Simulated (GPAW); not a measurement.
## How the smearing moves the magnetism of linear Cr chain, spacing 2.497 A

Aim: see how far moments and order energies of linear Cr chain, spacing 2.497 A move with the smearing, and what each rung costs.

Main program and level: GPAW 26.7.0; PBE; plane waves with GPAW's PAW setups, scalar-relativistic.

## (1) The structure

The cell holds 1 atom: 1 Cr. Its edges and angles: a = 12.000 Å, b = 12.000 Å, c = 2.497 Å, α = 90.0°, β = 90.0°, γ = 90.0°. model lattice. Vacuum lies along a and b. The structure's axis is c.

## (2) Rung 1 (width 0.4 eV), start ferro +

A wide smearing converges easily but acts like a high temperature on the moments; each rung narrows it.

order1.py reads:

```python
import json
import numpy as np
from ase import Atoms
from ase.parallel import paropen, parprint
from gpaw import GPAW

atoms = Atoms(['Cr'],
    cell=[[12.0, 0.0, 0.0],
         [0.0, 12.0, 0.0],
         [0.0, 0.0, 2.497]],
    scaled_positions=[[0.5, 0.5, 0.0]],
    pbc=True,
    magmoms=[2.5])
atoms.calc = GPAW(mode={'name': 'pw', 'ecut': 550},
    xc='PBE',
    kpts={'size': (1, 1, 12), 'gamma': True},
    occupations={'name': 'fermi-dirac', 'width': 0.4},
    convergence={'density': 1e-05, 'energy': 1e-05},
    maxiter=200,
    symmetry={'tolerance': 1e-4},
    txt='order1.txt')
e = atoms.get_potential_energy(force_consistent=True)
res = {'free_energy': e, 'energy_sigma0': atoms.get_potential_energy(), 'fermi_energy': atoms.calc.get_fermi_level()}
res['moments'] = atoms.get_magnetic_moments().tolist()
res['total'] = atoms.get_magnetic_moment()
parprint('site moments (muB):', np.round(res['moments'], 3))
parprint(f"total moment: {res['total']:.3f} muB")
parprint(f'free energy: {e:.6f} eV')
atoms.calc.write('order1.gpw')
with paropen('results.json', 'w') as f:
    json.dump(res, f)
```

The run is started by

```
OMP_NUM_THREADS=1 python3 order1.py > order1.log
```

Numbers of over 12 decimals in the logs are rounded to 6 here.

Output:

```text
site moments (muB): [3.554]
total moment: 4.591 muB
free energy: -6.256680 eV

--- order1.txt ---
Input parameters:
  mode=PW(ecut=550),
  convergence={'density': 1e-05, 'energy': 1e-05},
  kpts=MonkhorstPack(size=(1, 1, 12), gamma=True),
  maxiter=200,
  occupations=Occupations(name='fermi-dirac', width=0.4),
  symmetry=Symmetry(tolerance=0.0001),
  xc=XC(name='PBE')

Diagonalizing LCAO Hamiltonian
Converting LCAO to pw mode
        .----------------------------.
       /|                            |
      / |                            |
     /  .----------------------------.
    /  /                            /
   /  /                            /
  /  /                            /
 *  /              Cr            /
 | /                            /
 |/                            /
 *----------------------------*

Atoms  # Å, Bohr magnetons
|   | symbol |        x |        y |        z |    initial magnetic moments |
|---|--------|----------|----------|----------|-----------------------------|
| 0 |     Cr | 6.000000 | 6.000000 | 0.000000 | ( 0.0000,  0.0000,  2.5000) |

Unit cell  # Å
| periodic |         x |         y |        z |   lengths |    angles |
|----------|-----------|-----------|----------|-----------|-----------|
|      yes | 12.000000 |  0.000000 | 0.000000 | 12.000000 | 90.000000 |
|      yes |  0.000000 | 12.000000 | 0.000000 | 12.000000 | 90.000000 |
|      yes |  0.000000 |  0.000000 | 2.497000 |  2.497000 | 90.000000 |

Number of symmetries: 16

BZ-sampling:
  Number of BZ points: 12
  Number of IBZ points: 7

  Monkhorst-Pack size: [1, 1, 12]
  Monkhorst-Pack shift: [0.0, 0.0, 0.041667]

Plane wave coefficients: 10549
Cutoff: 550.0 eV

Spin-components: 2 (collinear spins)
Bands:           9
Projectors:      6
Spin-degeneracy: 1
Datatype:        complex128

Parallelization:
  kpt:    1
  domain: 1
  band:   1

Density:
  Valence electrons: 6.0
  Components: 2
  Grid points: [70 70 14]
  Charge: 0.0  # |e|

Potential:
  Grid points: [70 70 14]

[... setups left out ...]
Reference energy: -28582.377450  # eV

eigensolver:
  PPCG
  Converge bands: occupied
  niter=2

density mixing:
  MSR1-Mixer
  Pratt-step length: 0.05
  Maximum mixing coefficient: 0.75
  Old densities: 10
  SVD Regularization: 0.005
  Good broyden scale: 1.0
  Trust region scale: 1.0
  Backstep threshold: 4.0
  History deletion threshold: 6.0
  Fourier metric: weight=20.0, sigma=0.015

occupation numbers:
  Fermi-Dirac:
    width: 0.4000  # eV

poisson solver:
  ecut: 4400.0  # eV

xc functional:
  name: PBE with 2 nearest neighbor stencil

convergence criteria:
- Maximum integral of absolute [dens]ity change: 1e-05 electrons / valence electron
- Maximum [total energy] change in last 3 cyles: 1e-05 eV / valence electron
- Maximum integral of absolute [eigenst]ate change: 4e-08 eV^2 / valence electron
maximum number of iterations: 200

SCF iterations
|iter     |      energy | eigst |  dens |  magmom |
|---------|-------------|-------|-------|---------|
|iter:   1|       0s |   -6.614482 | +0.48 |       |  +2.4961|
|iter:   2|       2s |   -5.979829 | -1.25 | -0.26 |  +2.5310|
|iter:   3|       5s |   -5.240041 | -0.19 | -0.34 |  +2.8968|
|iter:   4|       7s |   -5.392575 | -1.26 | -0.83 |  +3.1300|
|iter:   5|       9s |   -5.644107 | -1.53 | -0.86 |  +3.7385|
|iter:   6|      11s |   -5.696171 | -2.11 | -1.02 |  +3.9884|
|iter:   7|      13s |   -5.778651 | -2.22 | -1.19 |  +4.4201|
|iter:   8|      15s |   -5.773556 | -3.05 | -1.64 |  +4.3820|
|iter:   9|      17s |   -5.806105 | -3.31 | -1.69 |  +4.5993|
|iter:  10|      19s |   -5.802829 | -3.89 | -2.27 |  +4.5760|
|iter:  11|      21s |   -5.804630 | -4.71 | -2.78 |  +4.5897|
|iter:  12|      23s |   -5.804548 | -5.09 | -3.32 |  +4.5895|
|iter:  13|      25s |   -5.804636 | -5.73 | -3.76 |  +4.5905|
|iter:  14|      28s |   -5.804699 | -6.19 | -4.17 |  +4.5910|
|iter:  15|      30s |   -5.804692 | -6.62 | -4.68 |  +4.5909|
|iter:  16|      32s |   -5.804703c| -6.97 | -4.92 |  +4.5910|
|iter:  17|      34s |   -5.804699c| -7.31 | -5.14c|  +4.5910|
|iter:  18|      36s |   -5.804700c| -7.54c| -5.76c|  +4.5910|

Converged in 18 steps
Energy contributions relative to reference atoms: (reference = -28582.377450)

Energy contributions:
  Kinetic:           4.702496
  Coulomb:          -5.311679
  Zero:              0.017215
  External:          0.000000
  Xc:               -4.760753
  Entropy:          -0.903959
  Spinorbit:         0.000000
  ----------------------------
  Free energy:      -6.256680
  Extrapolated:     -5.804700

dipole moment: (0.000065, 0.000065, -5.927760)  # |e|*Ang

Total magnetic moment: (0.000000, 0.000000, 4.590990)

Local magnetic moments
|        x |        y |        z |
|----------|----------|----------|
| 0.000000 | 0.000000 | 3.553897 |  # Cr   0

Fermi level: -3.186
Eigenvalues  # (at kpt = [0.000, 0.000, -0.000])
| band index |      eig [eV] | occ [0-1] |      eig [eV] | occ [0-1] |
|------------|---------------|-----------|---------------|-----------|
|          0 |        -7.217 |     1.000 |        -5.227 |     0.994 |
|          1 |        -5.184 |     0.993 |        -2.580 |     0.180 |
|          2 |        -4.691 |     0.977 |        -1.399 |     0.011 |
|          3 |        -4.690 |     0.977 |        -1.397 |     0.011 |
|          4 |        -3.126 |     0.462 |        -1.135 |     0.006 |
|          5 |        -3.126 |     0.462 |        -1.135 |     0.006 |
|          6 |        -2.303 |     0.099 |         0.301 |     0.000 |
|          7 |        -2.303 |     0.099 |         0.390 |     0.000 |
|          8 |         0.050 |     0.000 |         0.390 |     0.000 |

No gap
No difference between direct/indirect transitions
```

The job ended after 40 s (1 MPI rank of Intel Xeon Platinum 8259CL at 2.50GHz (Skylake/Cascade Lake), shared host; peak memory 0.33 GiB).

Read from the output:

```yaml
magnetization: 4.591 μB
final_state: ferromagnetic
largest_moment: 3.554 μB
```

After 18 cycles the largest moment stands at 3.55 μB.

## (3) Rung 1 (width 0.4 eV), start antiferro q=(0,0,1/2) +-

The second start gives the energy difference between the two end states, the quantity that is followed up the ladder. Its q is in fractions of the reciprocal vectors of the first run's cell.

order2.py is the script of step 2 with these lines changed:

```diff
@@ -6,12 +6,13 @@
 
-atoms = Atoms(['Cr'],
+atoms = Atoms(['Cr', 'Cr'],
     cell=[[12.0, 0.0, 0.0],
          [0.0, 12.0, 0.0],
-         [0.0, 0.0, 2.497]],
-    scaled_positions=[[0.5, 0.5, 0.0]],
+         [0.0, 0.0, 4.994]],
+    scaled_positions=[[0.5, 0.5, 0.0],
+         [0.5, 0.5, 0.5]],
     pbc=True,
-    magmoms=[2.5])
+    magmoms=[2.5, -2.5])
 atoms.calc = GPAW(mode={'name': 'pw', 'ecut': 550},
     xc='PBE',
-    kpts={'size': (1, 1, 12), 'gamma': True},
+    kpts={'size': (1, 1, 6), 'gamma': True},
     occupations={'name': 'fermi-dirac', 'width': 0.4},
@@ -20,3 +21,3 @@
     symmetry={'tolerance': 1e-4},
-    txt='order1.txt')
+    txt='order2.txt')
 e = atoms.get_potential_energy(force_consistent=True)
@@ -28,3 +29,3 @@
 parprint(f'free energy: {e:.6f} eV')
-atoms.calc.write('order1.gpw')
+atoms.calc.write('order2.gpw')
 with paropen('results.json', 'w') as f:
```

The run is started by

```
OMP_NUM_THREADS=1 python3 order2.py > order2.log
```

Output:

```text
site moments (muB): [ 3.585 -3.585]
total moment: -0.000 muB
free energy: -13.302564 eV

--- order2.txt ---
Input parameters:
  mode=PW(ecut=550),
  convergence={'density': 1e-05, 'energy': 1e-05},
  kpts=MonkhorstPack(size=(1, 1, 6), gamma=True),
  maxiter=200,
  occupations=Occupations(name='fermi-dirac', width=0.4),
  symmetry=Symmetry(tolerance=0.0001),
  xc=XC(name='PBE')

Diagonalizing LCAO Hamiltonian
Converting LCAO to pw mode
        .----------------------------.
       /|                            |
      / |                            |
     /  |                            |
    /   |                            |
   /    |                            |
  /     .----------------------------.
 *     /           Cr               /
 |    /                            /
 |   /                            /
 |  /              Cr            /
 | /                            /
 |/                            /
 *----------------------------*

Atoms  # Å, Bohr magnetons
|   | symbol |        x |        y |        z |    initial magnetic moments |
|---|--------|----------|----------|----------|-----------------------------|
| 0 |     Cr | 6.000000 | 6.000000 | 0.000000 | ( 0.0000,  0.0000,  2.5000) |
| 1 |     Cr | 6.000000 | 6.000000 | 2.497000 | ( 0.0000,  0.0000, -2.5000) |

Number of symmetries: 16

BZ-sampling:
  Number of BZ points: 6
  Number of IBZ points: 4

  Monkhorst-Pack size: [1, 1, 6]
  Monkhorst-Pack shift: [0.0, 0.0, 0.083333]

Plane wave coefficients: 21087
Cutoff: 550.0 eV

Spin-components: 2 (collinear spins)
Bands:           12
Projectors:      12
Spin-degeneracy: 1
[...]
|iter:  16|      62s |  -12.640267c| -6.49 | -4.56 |  -0.0000|
|iter:  17|      66s |  -12.640265c| -6.82 | -5.16c|  -0.0000|
|iter:  18|      70s |  -12.640263c| -7.12 | -5.68c|  -0.0000|
|iter:  19|      74s |  -12.640267c| -7.39 | -5.60c|  -0.0000|
|iter:  20|      76s |  -12.640269c| -7.60c| -5.97c|  -0.0000|

Converged in 20 steps
Energy contributions relative to reference atoms: (reference = -57164.754899)

Energy contributions:
  Kinetic:           4.983640
  Coulomb:          -7.130389
  Zero:              0.044848
  External:          0.000000
  Xc:               -9.876074
  Entropy:          -1.324589
  Spinorbit:         0.000000
  ----------------------------
  Free energy:     -13.302564
  Extrapolated:    -12.640269

dipole moment: (0.000130, 0.000130, -11.838724)  # |e|*Ang

Total magnetic moment: (0.000000, 0.000000, -0.000000)

Local magnetic moments
|        x |        y |         z |
|----------|----------|-----------|
| 0.000000 | 0.000000 |  3.585090 |  # Cr   0
| 0.000000 | 0.000000 | -3.585091 |  # Cr   1

Fermi level: -3.202
Eigenvalues  # (at kpt = [0.000, 0.000, 0.000])
| band index |      eig [eV] | occ [0-1] |      eig [eV] | occ [0-1] |
|------------|---------------|-----------|---------------|-----------|
|          0 |        -6.170 |     0.999 |        -6.170 |     0.999 |
|          1 |        -4.692 |     0.976 |        -4.692 |     0.976 |
|          2 |        -4.692 |     0.976 |        -4.692 |     0.976 |
|          3 |        -4.475 |     0.960 |        -4.475 |     0.960 |
|          4 |        -4.274 |     0.936 |        -4.274 |     0.936 |
[...]
|          8 |        -0.767 |     0.002 |        -0.767 |     0.002 |
|          9 |        -0.763 |     0.002 |        -0.763 |     0.002 |
|         10 |        -0.453 |     0.001 |        -0.453 |     0.001 |
|         11 |        -0.453 |     0.001 |        -0.453 |     0.001 |

No gap
No difference between direct/indirect transitions
```

Wall time 84 s (1 MPI rank); peak memory 0.54 GiB.

This step gave:

* magnetization: 0 μB
* final state: antiferromagnetic
* largest moment: 3.585 μB

This start lies -394.6 meV a seeded atom from the first; its largest moment is 3.59 μB.

## (4) Rung 2 (width 0.2 eV), start ferro +

order1.py is the script of step 2 with these lines changed:

```diff
@@ -16,3 +16,3 @@
     kpts={'size': (1, 1, 12), 'gamma': True},
-    occupations={'name': 'fermi-dirac', 'width': 0.4},
+    occupations={'name': 'fermi-dirac', 'width': 0.2},
     convergence={'density': 1e-05, 'energy': 1e-05},
```

The run is started by

```
OMP_NUM_THREADS=1 python3 order1.py > order1.log
```

Output:

```text
site moments (muB): [3.854]
total moment: 5.042 muB
free energy: -5.972239 eV

--- order1.txt ---
Input parameters:
  mode=PW(ecut=550),
  convergence={'density': 1e-05, 'energy': 1e-05},
  kpts=MonkhorstPack(size=(1, 1, 12), gamma=True),
  maxiter=200,
  occupations=Occupations(name='fermi-dirac', width=0.2),
  symmetry=Symmetry(tolerance=0.0001),
  xc=XC(name='PBE')

Diagonalizing LCAO Hamiltonian
[...]
|          3 |        -4.516 |     0.999 |        -1.021 |     0.000 |
|          4 |        -3.017 |     0.384 |        -0.942 |     0.000 |
|          5 |        -3.017 |     0.384 |        -0.942 |     0.000 |
|          6 |        -2.279 |     0.015 |         0.397 |     0.000 |
|          7 |        -2.279 |     0.015 |         0.824 |     0.000 |
|          8 |         0.079 |     0.000 |         0.824 |     0.000 |

No gap
No difference between direct/indirect transitions


[key lines of the parts left out:]
Free energy:      -5.972239
Converged in 16 steps
dipole moment: (0.000065, 0.000065, -5.912765)  # |e|*Ang
Fermi level: -3.112
```

Wall time 42 s (1 MPI rank); peak memory 0.33 GiB.

Read from the output:

* magnetization: 5.042 μB
* final state: ferromagnetic
* largest moment: 3.854 μB

The largest moment moves by +0.30 μB from rung 1, at 1.0 times its CPU time.

## (5) Rung 2 (width 0.2 eV), start antiferro q=(0,0,1/2) +-

order2.py is the script of step 3 with these lines changed:

```diff
@@ -17,3 +17,3 @@
     kpts={'size': (1, 1, 6), 'gamma': True},
-    occupations={'name': 'fermi-dirac', 'width': 0.4},
+    occupations={'name': 'fermi-dirac', 'width': 0.2},
     convergence={'density': 1e-05, 'energy': 1e-05},
```

The run is started by

```
OMP_NUM_THREADS=1 python3 order2.py > order2.log
```

Output:

```text
site moments (muB): [ 3.694 -3.694]
total moment: 0.000 muB
free energy: -12.879513 eV

--- order2.txt ---
Input parameters:
  mode=PW(ecut=550),
  convergence={'density': 1e-05, 'energy': 1e-05},
  kpts=MonkhorstPack(size=(1, 1, 6), gamma=True),
  maxiter=200,
  occupations=Occupations(name='fermi-dirac', width=0.2),
  symmetry=Symmetry(tolerance=0.0001),
  xc=XC(name='PBE')

Diagonalizing LCAO Hamiltonian
[...]
|          3 |        -4.256 |     0.992 |        -4.256 |     0.992 |
|          4 |        -3.965 |     0.968 |        -3.965 |     0.968 |
[...]
|          8 |        -0.396 |     0.000 |        -0.396 |     0.000 |
|          9 |        -0.387 |     0.000 |        -0.387 |     0.000 |
|         10 |        -0.058 |     0.000 |        -0.058 |     0.000 |
|         11 |        -0.058 |     0.000 |        -0.058 |     0.000 |

No gap
No difference between direct/indirect transitions


[key lines of the parts left out:]
Free energy:     -12.879513
Converged in 16 steps
dipole moment: (0.000130, 0.000130, -11.796104)  # |e|*Ang
Fermi level: -3.284
```

Elapsed: 68 s, on 1 MPI rank; peak memory 0.53 GiB.

This step gave:

```
magnetization  : 0 μB
final state    : antiferromagnetic
largest moment : 3.694 μB
```

This start lies -467.5 meV a seeded atom from the first, a change of -72.9 meV since rung 1; its largest moment is 3.69 μB.

## (6) Rung 3 (width 0.1 eV), start ferro +

order1.py is the script of step 4 with these lines changed:

```diff
@@ -16,3 +16,3 @@
     kpts={'size': (1, 1, 12), 'gamma': True},
-    occupations={'name': 'fermi-dirac', 'width': 0.2},
+    occupations={'name': 'fermi-dirac', 'width': 0.1},
     convergence={'density': 1e-05, 'energy': 1e-05},
```

The run is started by

```
OMP_NUM_THREADS=1 python3 order1.py > order1.log
```

Output:

```text
site moments (muB): [3.895]
total moment: 5.145 muB
free energy: -5.923214 eV

--- order1.txt ---
Input parameters:
  mode=PW(ecut=550),
  convergence={'density': 1e-05, 'energy': 1e-05},
  kpts=MonkhorstPack(size=(1, 1, 12), gamma=True),
  maxiter=200,
  occupations=Occupations(name='fermi-dirac', width=0.1),
  symmetry=Symmetry(tolerance=0.0001),
  xc=XC(name='PBE')

Diagonalizing LCAO Hamiltonian
[...]
|          3 |        -4.493 |     1.000 |        -0.960 |     0.000 |
|          4 |        -2.987 |     0.161 |        -0.879 |     0.000 |
|          5 |        -2.987 |     0.161 |        -0.879 |     0.000 |
|          6 |        -2.290 |     0.000 |         0.419 |     0.000 |
|          7 |        -2.290 |     0.000 |         0.869 |     0.000 |
|          8 |         0.076 |     0.000 |         0.869 |     0.000 |

No gap
No difference between direct/indirect transitions


[key lines of the parts left out:]
Free energy:      -5.923214
Converged in 17 steps
dipole moment: (0.000065, 0.000065, -5.909439)  # |e|*Ang
Fermi level: -3.152
```

Wall time 35 s (1 MPI rank); peak memory 0.33 GiB.

Numbers from this step:

- magnetization: 5.145 μB
- final state: ferromagnetic
- largest moment: 3.895 μB

The largest moment moves by +0.04 μB from rung 2, at 0.85 times its CPU time.

## (7) Rung 3 (width 0.1 eV), start antiferro q=(0,0,1/2) +-

order2.py is the script of step 5 with these lines changed:

```diff
@@ -17,3 +17,3 @@
     kpts={'size': (1, 1, 6), 'gamma': True},
-    occupations={'name': 'fermi-dirac', 'width': 0.2},
+    occupations={'name': 'fermi-dirac', 'width': 0.1},
     convergence={'density': 1e-05, 'energy': 1e-05},
```

The run is started by

```
OMP_NUM_THREADS=1 python3 order2.py > order2.log
```

Output:

```text
site moments (muB): [ 3.732 -3.732]
total moment: 0.000 muB
free energy: -12.789627 eV

--- order2.txt ---
Input parameters:
  mode=PW(ecut=550),
  convergence={'density': 1e-05, 'energy': 1e-05},
  kpts=MonkhorstPack(size=(1, 1, 6), gamma=True),
  maxiter=200,
  occupations=Occupations(name='fermi-dirac', width=0.1),
  symmetry=Symmetry(tolerance=0.0001),
  xc=XC(name='PBE')

Diagonalizing LCAO Hamiltonian
[...]
|          8 |        -0.247 |     0.000 |        -0.247 |     0.000 |
|          9 |        -0.235 |     0.000 |        -0.235 |     0.000 |
|         10 |         0.082 |     0.000 |         0.082 |     0.000 |
|         11 |         0.082 |     0.000 |         0.082 |     0.000 |

Gap: 0.530 eV
Transition (v -> c):
  (s=0, k=3, n=5, [0.00, 0.00, 0.50]) -> (s=0, k=3, n=6, [0.00, 0.00, 0.50])
No difference between direct/indirect transitions


[key lines of the parts left out:]
Free energy:     -12.789627
Converged in 16 steps
dipole moment: (0.000130, 0.000130, -11.771416)  # |e|*Ang
Fermi level: -3.410
```

It took 66 s on 1 MPI rank; peak memory 0.54 GiB.

Read from the output:

```
magnetization  : 0 μB
final state    : antiferromagnetic
largest moment : 3.732 μB
```

This start lies -471.6 meV a seeded atom from the first, a change of -4.1 meV since rung 2; its largest moment is 3.73 μB.

## (8) Rung 4 (width 0.05 eV), start ferro +

order1.py is the script of step 6 with these lines changed:

```diff
@@ -16,3 +16,3 @@
     kpts={'size': (1, 1, 12), 'gamma': True},
-    occupations={'name': 'fermi-dirac', 'width': 0.1},
+    occupations={'name': 'fermi-dirac', 'width': 0.05},
     convergence={'density': 1e-05, 'energy': 1e-05},
```

The run is started by

```
OMP_NUM_THREADS=1 python3 order1.py > order1.log
```

Output:

```text
site moments (muB): [3.9]
total moment: 5.166 muB
free energy: -5.915792 eV

--- order1.txt ---
Input parameters:
  mode=PW(ecut=550),
  convergence={'density': 1e-05, 'energy': 1e-05},
  kpts=MonkhorstPack(size=(1, 1, 12), gamma=True),
  maxiter=200,
  occupations=Occupations(name='fermi-dirac', width=0.05),
  symmetry=Symmetry(tolerance=0.0001),
  xc=XC(name='PBE')

Diagonalizing LCAO Hamiltonian
[...]
|          3 |        -4.500 |     1.000 |        -0.957 |     0.000 |
|          4 |        -2.989 |     0.023 |        -0.865 |     0.000 |
|          5 |        -2.989 |     0.023 |        -0.865 |     0.000 |
|          6 |        -2.296 |     0.000 |         0.425 |     0.000 |
|          7 |        -2.296 |     0.000 |         0.864 |     0.000 |
|          8 |         0.074 |     0.000 |         0.864 |     0.000 |

No gap
No difference between direct/indirect transitions


[key lines of the parts left out:]
Free energy:      -5.915792
Converged in 17 steps
dipole moment: (0.000065, 0.000065, -5.909330)  # |e|*Ang
Fermi level: -3.176
```

It took 39 s on 1 MPI rank; peak memory 0.33 GiB.

This step gave:

```yaml
magnetization: 5.166 μB
final_state: ferromagnetic
largest_moment: 3.900 μB
```

The largest moment moves by +0.01 μB from rung 3, at 1.1 times its CPU time.

(Part 1 of 2 ends here.)

[Logs and program files are shortened in this print: banners, set-up blocks, solver, clock and traceback lines can be left out without a mark of their own.]

[Logs are printed without paths, hosts, clocks, repeated set-up lines and the standing remarks that a program may print on its own settings, such as how far it seeks lower states.]

[Hosts, paths, dates, database ids (printed as entryN), source tags and the programs' standing remarks are cut or masked in the printed files.]

[Where a cell is said to come from a database of computed structures, the database is the Materials Project.]
